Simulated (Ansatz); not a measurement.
**InPd (Pm-3m): bands and what follows from them**

What do the bands of InPd (Pm-3m) imply? The runs give the Fermi surface and transport coefficients.

Method: DFT r²SCAN, scalar-relativistic, plane waves, PAW, in Ansatz 0.2.0.

6 further runs of the same task are left out: 1 that didn't finish, 5 set aside as unsound or not needed.

### 1 The system as given

The structure is cubic, space group Pm-3m (No. 221). Conventional cell: a = 3.272 Å, b = 3.272 Å, c = 3.272 Å, α = 90.00°, β = 90.00°, γ = 90.00°. Around In (site symmetry m-3m) lie 8 Pd at 2.83 Å. Around Pd (site symmetry m-3m) lie 8 In at 2.83 Å.

Structure file:

```xyz
2
Lattice="3.2719 0.0000 0.0000 0.0000 3.2719 0.0000 0.0000 0.0000 3.2719" Properties=species:S:1:pos:R:3 pbc="T T T"
In    0.0000    0.0000    0.0000
Pd    1.6359    1.6359    1.6359
```

The cell is the database one, not relaxed. At r²SCAN, an earlier run found -0.38 GPa for this cell of 17.513 Å³/atom (10×10×10 mesh), metallic.

### 2 Bands on a fine mesh, Fermi surface

File input.yaml:

```yaml
crystal:
  lattice:
    - [3.2718854293, 0.0, 0.0]
    - [0.0, 3.2718854293, 0.0]
    - [0.0, 0.0, 3.2718854293]
  atoms:
    - { symbol: In, position: [0.0, 0.0, 0.0] }
    - { symbol: Pd, position: [0.5, 0.5, 0.5] }
basis:
  ecutwfc: 500
  ecutrho_ratio: 4
kpoints:
  mp_grid: { grid: [10, 10, 10] }
hamiltonian:
  xc: r2scan
scf:
  occupations: { method: gaussian, width: 0.05 }
output:
  forces: true
  stress: true
  eigenvalues: true
  eigenstates:
    nscf_kmesh: { grid: [18, 18, 18] }
    de_dk: true
    e_range: [-2.5, 2.5]
  write_density: true
  write_potential: true
  elf: true
  volumetric_format: npy
```

On the command line:

```
ansatz run input.yaml --threads 4 --pin off --max-ram 9216MiB --backend cpu --events-out ev --progress --plain --runs-dir out
```

The program printed, shortened:

```text
Warning: RAYON_NUM_THREADS=4 ignored (pool sized by the plan → 4); use --threads N
[...]
Pseudopotentials: kind: paw
Pseudopotential: In, paw, valence charge 13, recommended cutoff 500 eV (meta_gga), In.paw.azcp
Pseudopotential: Pd, paw, valence charge 18, recommended cutoff 500 eV (meta_gga), Pd.paw.azcp
Functional definition: r2SCAN
[...]
Crystal: 2 atoms, lattice volume = 35.026 Å³
Basis set: ecut = 500 eV, 895 PW (Γ), exchange–correlation on 96×96×96 points (64 copies of the dense FFT grid, shifted against one another)
Bands: 20, of which v1, the nominal top of the filled ones, is band 16 counted from 1 (15 counted from 0)
Symmetry: 48 space group operations
Space group: Pm-3m (ITA 221), of the structure as read, at distance tolerance 3.3e-5 Å
k-points: 56 of 1000
[...]
SCF iter   1: F=—  HF=-12598.694820 eV  |F-HF|=—  |Δ(HF+E_count)|=         —  Δρ=1.34e-2  dr2=5.35e-2  dr2_τ=1.14e-2  ethr=1.77e-3  ⟨swp⟩=5.7  Hψ=5117  notcnv=0
[...]
SCF iter   9: F=-12598.696808 eV  HF=-12598.696808 eV  |F-HF|=0.00e0  |Δ(HF+E_count)|=  3.64e-11  Δρ=6.62e-8  dr2=1.60e-12  dr2_τ=6.23e-14  ethr=1.00e-12  ⟨swp⟩=7.6  Hψ=5063  notcnv=0
[...]
NSCF: frozen V_eff on 220 k-points
SCF converged after 9 iterations
Free energy (F): -12598.696808 eV
[...]
E sigma→0 (E₀):  -12598.695549 eV
Entropy (-TS):   -0.002517 eV (-1.258 meV/atom)
Fermi energy:    16.815651 eV
[...]
--- Forces (eV/Å), atoms counted from 1 ---
  atom   1  In    -0.00000000    -0.00000000     0.00000000
  atom   2  Pd     0.00000000    -0.00000000     0.00000000
[...]
--- Stress (GPa, compression-positive) ---
       -0.378881      -0.000000       0.000000
        0.000000      -0.378881       0.000000
        0.000000       0.000000      -0.378881
  P = ⅓ Tr σ = -0.3789 GPa (-3.789 kbar)
--- Band table (eV; the first three rows and the last of 56) ---
  k-point 0: bands = ["-70.3079", "-35.2225", "-35.2225", "-35.2225", "1.0398", "1.0398", "1.4662", "1.4662", "1.4662", "6.2148", "12.6217", "12.6217", "14.2278", "14.2278", "14.2278", "21.1635", "21.1635", "21.1635", "26.7718", "27.5469"]
[...]
--- Fermi surface from the table of eigenstates, both spin states counted (twice the sheets' area in a run without spin) ---
  How far the three rows differ hints at the mesh's error and does not bound it.
  reading                E - E_F (eV)   area (Å⁻²)  resistivity times mean free path along x, y, z (Ω·m²), under one mean free path over the surface
  by tetrahedra               -0.0970       33.720  9.0662e-16  9.0662e-16  9.0662e-16
  by the states' slopes  not read: the table lacks a row of a band that the level cuts (widen output.eigenstates.e_range, raise output.eigenstates.top_band)
  on every second point       -0.0993       33.199  9.2084e-16  9.2084e-16  9.2084e-16
```

Run time: 5.7 s. Hardware: 4 threads of Intel Xeon at 2.70GHz, shared host; peak memory 0.47 GiB.

This gives: volume 17.513 Å³/atom, pressure -0.38 GPa, a metal on this mesh.

Bands that cross the Fermi level on the 18×18×18 mesh (edges cut at 2.5 eV from it):

```tsv
spin	band	lowest (eV)	highest (eV)
both	15	-2.47	0.60
both	16	-2.01	2.47
```

Density in a lattice plane of the grid's cell (edges 3.27 and 3.27 Å, at 0.000 of the third edge), which holds In.

Ten even steps from '0' (0.15 e/Å³) to '9' (13.15 e/Å³):
```
876421000000000000012467
654321000000000000012345
332210000000000000001223
211100000000000000000111
000000000000000000000000
000000000000000000000000
000000000000000000000000
000000000000000000000000
000000000000000000000000
000000000000000000000000
000000000000000000000000
000000000000000000000000
000000000000000000000000
000000000000000000000000
000000000000000000000000
211100000000000000000111
332210000000000000001223
654321000000000000012345
876421000000000000012467
987531000000000000013578
```
Columns run along the first of these edges and rows up along the second, over one cell in 24 and 20 even steps from the bottom left corner. Atoms in the plane (fractional): In at (0.00, 0.00).

ELF in the same plane.

Ten even steps from ' ' (0.00) to '@' (0.29):
```
      ..--**%%##**##%%@@@@@@%%##**##%%**--..    
    ..::++##%%##**##%%@@@@@@%%##**##%%##++::..  
::::--++##%%##**####@@@@@@@@@@####**##%%##++--::
++****##%%####**##%%@@@@@@@@@@%%##**####%%##****
%%%%%%%%########%%@@@@@@@@@@@@@@%%########%%%%%%
########**####%%@@@@@@%%%%%%@@@@@@%%####**######
********##%%%%@@@@%%%%######%%%%@@@@%%%%##******
####%%%%%%@@@@@@%%%%##########%%%%@@@@@@%%%%%%##
@@@@@@@@@@@@@@@@%%####******####%%@@@@@@@@@@@@@@
@@@@@@@@@@@@@@%%%%##**********##%%%%@@@@@@@@@@@@
@@@@@@@@@@@@@@@@%%####******####%%@@@@@@@@@@@@@@
####%%%%%%@@@@@@%%%%##########%%%%@@@@@@%%%%%%##
********##%%%%@@@@%%%%######%%%%@@@@%%%%##******
########**####%%@@@@@@%%%%%%@@@@@@%%####**######
%%%%%%%%########%%@@@@@@@@@@@@@@%%########%%%%%%
++****##%%####**##%%@@@@@@@@@@%%##**####%%##****
::::--++##%%##**####@@@@@@@@@@####**##%%##++--::
    ..::++##%%##**##%%@@@@@@%%##**##%%##++::..  
      ..--**%%##**##%%@@@@@@%%##**##%%**--..    
        --**%%%%**##%%@@@@@@%%##**%%%%**--      
```
Columns run along the first of these edges and rows up along the second, over one cell in 24 and 20 even steps from the bottom left corner. Atoms in the plane (fractional): In at (0.00, 0.00).

Both are smooth fields of the valence electrons: close to the nuclei they are not physical.

ELF in the plane through atom 1 (In) and two of its nearest Pd neighbours, 7.2 Å on a side, that atom in the middle and its first bond to the right.

Values, 10 rows by 13 columns:
```
0.24 0.26 0.21 0.23 0.19 0.26 0.19 0.31 0.32 0.21 0.28 0.20 0.23
0.24 0.20 0.09 0.00 0.19 0.22 0.32 0.45 0.40 0.39 0.23 0.24 0.00
0.21 0.23 0.24 0.18 0.22 0.25 0.22 0.48 0.52 0.24 0.25 0.21 0.19
0.18 0.21 0.23 0.25 0.28 0.23 0.20 0.23 0.23 0.18 0.19 0.23 0.24
0.40 0.50 0.53 0.24 0.22 0.20 0.03 0.21 0.22 0.24 0.54 0.49 0.39
0.39 0.49 0.54 0.24 0.22 0.21 0.03 0.20 0.22 0.24 0.53 0.50 0.40
0.24 0.23 0.19 0.18 0.23 0.23 0.20 0.23 0.28 0.25 0.23 0.21 0.18
0.19 0.21 0.25 0.24 0.52 0.48 0.22 0.25 0.22 0.18 0.24 0.23 0.21
0.00 0.24 0.23 0.39 0.40 0.45 0.32 0.22 0.19 0.00 0.09 0.20 0.24
0.23 0.20 0.28 0.21 0.32 0.31 0.19 0.26 0.19 0.23 0.21 0.26 0.24
```
Atoms in the plane (Å from the middle): Pd (2.8, 0.0), Pd (0.9, 2.7), In (1.9, -2.7), Pd (-0.9, -2.7), In (0.0, 0.0), Pd (-2.8, 0.0), In (-1.9, 2.7).

### 3 States of the whole zone by energy, transport at constant relaxation time

input.yaml, as its differences from that of step 2:

```diff
@@ -21,9 +21,2 @@
   eigenvalues: true
-  eigenstates:
-    nscf_kmesh: { grid: [18, 18, 18] }
-    de_dk: true
-    e_range: [-2.5, 2.5]
-  write_density: true
-  write_potential: true
-  elf: true
-  volumetric_format: npy
+  states_by_energy: { minimum_broadening: 0.025 }
```

On the command line:

```
ansatz run input.yaml --threads 4 --pin off --max-ram 9216MiB --backend cpu --events-out ev --progress --plain --runs-dir out
```

The program printed, shortened:

```text
Warning: RAYON_NUM_THREADS=4 ignored (pool sized by the plan → 4); use --threads N
[...]
Pseudopotentials: kind: paw
Pseudopotential: In, paw, valence charge 13, recommended cutoff 500 eV (meta_gga), In.paw.azcp
Pseudopotential: Pd, paw, valence charge 18, recommended cutoff 500 eV (meta_gga), Pd.paw.azcp
Functional definition: r2SCAN
[...]
Crystal: 2 atoms, lattice volume = 35.026 Å³
Basis set: ecut = 500 eV, 895 PW (Γ), exchange–correlation on 96×96×96 points (64 copies of the dense FFT grid, shifted against one another)
Bands: 20, of which v1, the nominal top of the filled ones, is band 16 counted from 1 (15 counted from 0)
Symmetry: 48 space group operations
Space group: Pm-3m (ITA 221), of the structure as read, at distance tolerance 3.3e-5 Å
k-points: 56 of 1000
[...]
SCF iter   1: F=—  HF=-12598.694820 eV  |F-HF|=—  |Δ(HF+E_count)|=         —  Δρ=1.34e-2  dr2=5.35e-2  dr2_τ=1.14e-2  ethr=1.77e-3  ⟨swp⟩=5.7  Hψ=5117  notcnv=0
[...]
SCF iter   7: F=-12598.696808 eV  HF=-12598.696808 eV  |F-HF|=8.88e-9  |Δ(HF+E_count)|=   1.02e-7  Δρ=6.65e-6  dr2=6.54e-9  dr2_τ=6.00e-10  ethr=2.27e-10  ⟨swp⟩=2.1  Hψ=4122  notcnv=0
[...]
NSCF: frozen V_eff on 8 k-points
SCF converged after 7 iterations
Free energy (F): -12598.696808 eV
[...]
E sigma→0 (E₀):  -12598.695549 eV
Entropy (-TS):   -0.002517 eV (-1.258 meV/atom)
Fermi energy:    16.815672 eV
[...]
--- Forces (eV/Å), atoms counted from 1 ---
  atom   1  In     0.00000000     0.00000000     0.00000000
  atom   2  Pd     0.00000000    -0.00000000     0.00000000
[...]
--- Stress (GPa, compression-positive) ---
       -0.378885       0.000000       0.000000
        0.000000      -0.378885       0.000000
       -0.000000       0.000000      -0.378885
  P = ⅓ Tr σ = -0.3789 GPa (-3.789 kbar)
--- Band table (eV; the first three rows and the last of 56) ---
  k-point 0: bands = ["-70.3078", "-35.2224", "-35.2224", "-35.2224", "1.0399", "1.0399", "1.4662", "1.4662", "1.4662", "6.2148", "12.6217", "12.6217", "14.2278", "14.2278", "14.2278", "21.1635", "21.1635", "21.1635", "26.7718", "27.5469"]
[...]
```

Wall time 32 s (4 threads of Intel Xeon at 2.70GHz, shared host); peak memory 0.85 GiB.

This gives: volume 17.513 Å³/atom, pressure -0.38 GPa, a metal on this mesh.

A script then sums the file of states by energy over Fermi windows, for rigid-band transport at a constant relaxation time τ. Negative carriers are holes, and the chemical potential counts from the run's Fermi level:

```tsv
T (K)	electrons added (10¹⁹ cm⁻³)	chemical potential (eV)	σ/τ xx (10²⁰/Ω m s)	Seebeck xx (μV/K)	Lorenz xx (10⁻⁸ V²/K²)
300	0	-0.098	13	0	2.44
300	1	-0.097	13	0	2.44
300	-1	-0.098	13	0	2.44
300	10	-0.092	13	0	2.44
300	-10	-0.103	13	0	2.44
300	100	-0.040	13	0	2.44
300	-100	-0.154	13	0	2.44
600	0	-0.097	13	0	2.42
600	1	-0.096	13	0	2.42
600	-1	-0.097	13	0	2.42
600	10	-0.091	13	0	2.42
600	-10	-0.102	13	0	2.42
600	100	-0.040	13	0	2.42
600	-100	-0.153	13	-1	2.42
900	0	-0.095	12.9	-1	2.40
900	1	-0.095	12.9	-1	2.40
900	-1	-0.096	12.9	-1	2.40
900	10	-0.090	12.9	-1	2.40
900	-10	-0.101	12.9	-1	2.40
900	100	-0.039	13	0	2.40
900	-100	-0.151	12.9	-1	2.40
```

### 4 Outcome

| quantity | value |
| --- | --- |
| Fermi-surface area, spins summed | 33.72 Å⁻² |
| resistivity × mean free path, xx and zz | 0.91, 0.91 × 10⁻¹⁵ Ω m² |
| largest S²σ/τ along x | at 900 K with 100 × 10¹⁹ cm⁻³ holes, S = -1 μV/K |

**Reading.** On the fine mesh the Fermi surface has sheets from 2 bands. Among the cases computed, S²σ/τ along x is largest at 900 K for hole doping of 100 × 10¹⁹ cm⁻³. That is the edge of the range tried, not a located peak.
